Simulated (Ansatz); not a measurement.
**Al2O3 (R-3c): the equilibrium volume**

Aim: the volume at which the pressure of Al2O3 (R-3c) vanishes.

Program: Ansatz 0.2.0. Level of theory: DFT PBEsol, scalar-relativistic, plane waves, PAW. These are calculated values, not measurements.

2 further runs of the same task are left out: 2 set aside as unsound or not needed.

## Step 1: The system as given

The structure is trigonal, space group R-3c (No. 167). The conventional cell has a = 4.805 Å, b = 4.805 Å, c = 13.116 Å, α = 90.00°, β = 90.00°, γ = 120.00°. Around Al (site symmetry 3) lie 6 O at 1.87 to 1.99 Å. O (site symmetry 2) is surrounded by 4 Al at 1.87 to 1.99 Å.

Structure file:

```cif
data_structure
_symmetry_space_group_name_H-M 'P 1'
_symmetry_Int_Tables_number 1
_cell_length_a 5.1780
_cell_length_b 5.1780
_cell_length_c 5.1780
_cell_angle_alpha 55.290
_cell_angle_beta 55.290
_cell_angle_gamma 55.290
_cell_volume 87.42
loop_
_atom_site_label
_atom_site_type_symbol
_atom_site_fract_x
_atom_site_fract_y
_atom_site_fract_z
_atom_site_occupancy
Al1 Al 0.14790 0.14790 0.14790 1
Al2 Al 0.35210 0.35210 0.35210 1
Al3 Al 0.64790 0.64790 0.64790 1
Al4 Al 0.85210 0.85210 0.85210 1
O1 O 0.94385 0.55615 0.25000 1
O2 O 0.44385 0.75000 0.05615 1
O3 O 0.55615 0.25000 0.94385 1
O4 O 0.25000 0.94385 0.55615 1
O5 O 0.75000 0.05615 0.44385 1
O6 O 0.05615 0.44385 0.75000 1
```

## Step 2: At the starting volume (PBEsol, 6×6×6 mesh)

input.yaml

```yaml
crystal:
  lattice:
    - [2.4025136104, 1.3870918797, 4.3720844159]
    - [-2.4025136104, 1.3870918797, 4.3720844159]
    - [0.0, -2.7741837594, 4.3720844159]
  atoms:
    - { symbol: Al, position: [0.147904, 0.147904, 0.147904] }
    - { symbol: Al, position: [0.352096, 0.352096, 0.352096] }
    - { symbol: Al, position: [0.647904, 0.647904, 0.647904] }
    - { symbol: Al, position: [0.852096, 0.852096, 0.852096] }
    - { symbol: O, position: [0.9438545, 0.5561455, 0.25] }
    - { symbol: O, position: [0.4438545, 0.75, 0.0561455] }
    - { symbol: O, position: [0.5561455, 0.25, 0.9438545] }
    - { symbol: O, position: [0.25, 0.9438545, 0.5561455] }
    - { symbol: O, position: [0.75, 0.0561455, 0.4438545] }
    - { symbol: O, position: [0.0561455, 0.4438545, 0.75] }
basis:
  ecutwfc: 420
kpoints:
  mp_grid: { grid: [6, 6, 6] }
hamiltonian:
  xc: pbesol
scf:
  occupations: { method: gaussian, width: 0.1 }
output:
  forces: true
  stress: true
  eigenvalues: true
```

Launch:

```console
> ansatz run input.yaml --threads 8 --pin off --max-ram 16384MiB --backend cpu --events-out ev --progress --plain --runs-dir out
```

Standard output:

```text
Warning: RAYON_NUM_THREADS=8 ignored (pool sized by the plan → 8); use --threads N
Engine: ansatz 0.2.0, aarch64-unknown-linux-gnu
Pseudopotentials: kind: paw
Pseudopotential: Al, paw, valence charge 3, recommended cutoff 420 eV (normal), Al.paw.azcp
Pseudopotential: O, paw, valence charge 6, recommended cutoff 420 eV (normal), O.paw.azcp
Functional definition: PBEsol
  exchange = pbesol_x
  correlation = pbesol_c
Crystal: 10 atoms, lattice volume = 87.420 Å³
Basis set: ecut = 420 eV, 1707 PW (Γ), exchange–correlation on 72×72×72 points (8 copies of the dense FFT grid, shifted against one another)
Bands: 34, of which v1, the nominal top of the filled ones, is band 24 counted from 1 (23 counted from 0)
Symmetry: 12 space group operations
Space group: R-3c (ITA 167), of the structure as read, at distance tolerance 4.4e-5 Å
k-points: 32 of 216
Non-local potential: Al, projectors of the file, l = 0: 2, l = 1: 2, l = 2: 1
Non-local potential: O, projectors of the file, l = 0: 2, l = 1: 2, l = 2: 1
PAW form: soft (Blöchl's): semilocal exchange-correlation on the pseudo side does not see the compensation charge
PAW frozen core: Al, regenerated for the run's functional, and the local potential with it (the file was generated under x = pbe(κ = 0.804, μ = 0.2195149727645171), c = pbe(β = 0.06672455060314922))
PAW frozen core: O, regenerated for the run's functional, and the local potential with it (the file was generated under x = pbe(κ = 0.804, μ = 0.2195149727645171), c = pbe(β = 0.06672455060314922))
PAW one-centre angular grid: Al, 110 points (default); XC on 64 Gauss nodes
PAW one-centre angular grid: O, 110 points (default); XC on 64 Gauss nodes
Initial density: superposition of atomic densities (neutral atoms: chi_scale 0, normalization atom), corrected by the library's trained network
Initial wavefunctions: pseudopotential atomic-orbital guess
Functional: x = pbesol(κ = 0.804, μ = 0.12345679012345678), c = pbesol(β = 0.046)
SCF iter   1: F=—  HF=-5478.871412 eV  |F-HF|=—  |Δ(HF+E_count)|=         —  Δρ=1.60e-2  dr2=1.71e-1  ethr=1.77e-3  ⟨swp⟩=7.8  Hψ=5784  notcnv=0  defer=10
preconditioner: auto → Resta (q_TF=auto, 2.469 Å⁻¹)  ε∞=3.6  [insulator: Δε(μ)=5.664 eV  Ē_g=17.017 eV  σ=0.100 eV  W_gap=1.00  n_scr=20 (ndim 8)  ℏωp=27.5 eV  f_vac=0.000  D(μ)=0.00/eV (n_scr^D=0)  ε∞_Penn≈3.6]
SCF iter   2: F=—  HF=-5478.820009 eV  |F-HF|=—  |Δ(HF+E_count)|=   5.14e-2  Δρ=2.07e-3  dr2=1.56e-3  ethr=3.57e-4  ⟨swp⟩=2.6  Hψ=2170  notcnv=0  defer=129
SCF iter   3: F=—  HF=-5478.820161 eV  |F-HF|=—  |Δ(HF+E_count)|=   1.52e-4  Δρ=1.10e-3  dr2=5.55e-4  ethr=3.26e-6  ⟨swp⟩=1.6  Hψ=1128  notcnv=0  defer=97
automatic band count: iteration 3 solves 33 bands in place of 34: the levels show a gap, and the empty bands left out lie too high to hold charge; the band table lists the bands solved (type scf.n_extra_bands for more)
SCF iter   4: F=—  HF=-5478.820230 eV  |F-HF|=—  |Δ(HF+E_count)|=   6.88e-5  Δρ=8.43e-5  dr2=5.60e-6  ethr=1.16e-6  ⟨swp⟩=2.0  Hψ=1544  notcnv=0  defer=97
SCF iter   5: F=—  HF=-5478.820243 eV  |F-HF|=—  |Δ(HF+E_count)|=   1.28e-5  Δρ=2.07e-5  dr2=2.64e-7  ethr=1.17e-8  ⟨swp⟩=2.6  Hψ=1782  notcnv=0  defer=97
SCF iter   6: F=-5478.820243 eV  HF=-5478.820243 eV  |F-HF|=5.96e-9  |Δ(HF+E_count)|=   5.23e-8  Δρ=3.22e-6  dr2=1.18e-8  ethr=2.08e-10  ⟨swp⟩=10.5  Hψ=4776  notcnv=0
SCF 1 converged in 6 iterations: F = -5478.820243 eV  dr2 = 1.18e-8
SCF converged after 6 iterations
Free energy (F): -5478.820243 eV
Harris-Foulkes:  -5478.820243 eV  (|F-HF|=5.96e-9)
Internal energy: -5478.820243 eV  (E = F + TS)
E sigma→0 (E₀):  -5478.820243 eV
Fermi energy:    10.161701 eV
--- Per-component energies (eV) ---
  E_band       = 48.290768
  E_kinetic    = 1173.659801
  E_local      = -1997.852622  (includes V_loc(G=0)·N_el)
  E_nonlocal   = 325.675947
  E_hartree    = 735.006674
  E_xc         = -604.596870
  E_vxc        = -691.028104  (∫ρ·V_xc dr)
  E_paw        = -2735.983321  (= ΣΔE_a)
  E_vpaw       = -232.191903  (= ΣTr[D̂ρ^β])
  E_aug_tail   = 0.015126  (compensation charges beyond the density's cutoff)
  E_ewald      = -2375.033261
  E_core_change = 0.288284  (= ΣΔE_core)
  E_smearing   = -0.000000  (= −TS)
  E_closure    = -0.000000  (closes the sum)
  Σ components = -5478.820243   (vs F -5478.820243, Δ=0.00e0)
--- Forces (eV/Å), atoms counted from 1 ---
  atom   1  Al    -0.00000000     0.00000000     0.00838781
  atom   2  Al     0.00000000     0.00000000    -0.00838781
  atom   3  Al     0.00000000    -0.00000000     0.00838781
  atom   4  Al     0.00000000    -0.00000000    -0.00838781
  atom   5  O      0.04971198    -0.00000000    -0.00000000
  atom   6  O      0.02485599     0.04305184     0.00000000
  atom   7  O     -0.02485599    -0.04305184    -0.00000000
  atom   8  O     -0.02485599     0.04305184     0.00000000
  atom   9  O      0.02485599    -0.04305184    -0.00000000
  atom  10  O     -0.04971198     0.00000000     0.00000000
  max |Σ_I F_I| component: 2.31e-17 eV/Å
--- Stress (GPa, compression-positive) ---
       -4.815708      -0.000000      -0.000000
       -0.000000      -4.815708      -0.000000
       -0.000000       0.000000      -4.920959
  P = ⅓ Tr σ = -4.8508 GPa (-48.508 kbar)
--- Band table (eV; the first three rows and the last of 32) ---
  k-point 0: bands = ["-11.6969", "-9.4336", "-9.1621", "-9.1621", "-8.8538", "-8.8538", "0.4634", "1.4393", "1.8241", "1.8241", "2.9258", "3.0364", "3.0364", "4.0343", "4.3606", "5.8884", "5.8884", "6.0242", "6.0242", "6.8048", "6.8048", "7.2443", "7.2443", "7.2719", "13.0515", "16.0496", "17.6068", "18.4230", "18.4230", "18.5788", "19.2772", "19.2772", "19.3545"]
  k-point 1: bands = ["-11.5573", "-9.5045", "-9.2411", "-9.1888", "-8.9199", "-8.8639", "0.6133", "1.2059", "1.6418", "2.3877", "2.4275", "2.9763", "3.8946", "4.5727", "4.6419", "5.4087", "5.7796", "5.9221", "6.0903", "6.4218", "6.6157", "6.9416", "7.2069", "7.2291", "13.6911", "16.5511", "17.1902", "18.0996", "18.1320", "18.4087", "19.4168", "19.5187", "19.8163"]
  k-point 2: bands = ["-11.1605", "-9.9493", "-9.2155", "-9.1893", "-9.0594", "-8.9268", "0.7992", "1.2462", "1.4819", "2.2862", "3.0458", "3.5165", "4.2860", "4.9118", "5.0274", "5.1380", "5.4651", "5.5868", "5.8627", "5.9436", "6.4575", "6.7485", "7.0636", "7.1017", "15.0074", "16.6951", "17.0503", "17.3754", "17.8246", "18.3796", "19.2092", "19.3284", "19.7983"]
  k-point 31: bands = ["-10.7268", "-10.7268", "-9.0266", "-9.0266", "-9.0266", "-9.0266", "1.7532", "1.7532", "2.9134", "2.9134", "2.9134", "2.9134", "3.2364", "3.2364", "5.0636", "5.0636", "5.3226", "5.3226", "5.3226", "5.3226", "6.9190", "6.9190", "6.9190", "6.9190", "15.5380", "15.5380", "18.0077", "18.0077", "19.3076", "19.3076", "19.6099", "19.6099", "19.6099"]
```

It took 0.75 s on 8 threads of Arm Neoverse V2, shared host; peak memory 0.48 GiB.

In short: volume 8.742 Å³/atom, pressure -4.85 GPa, mesh gap 5.78 eV.

[end of part 1 of 2]
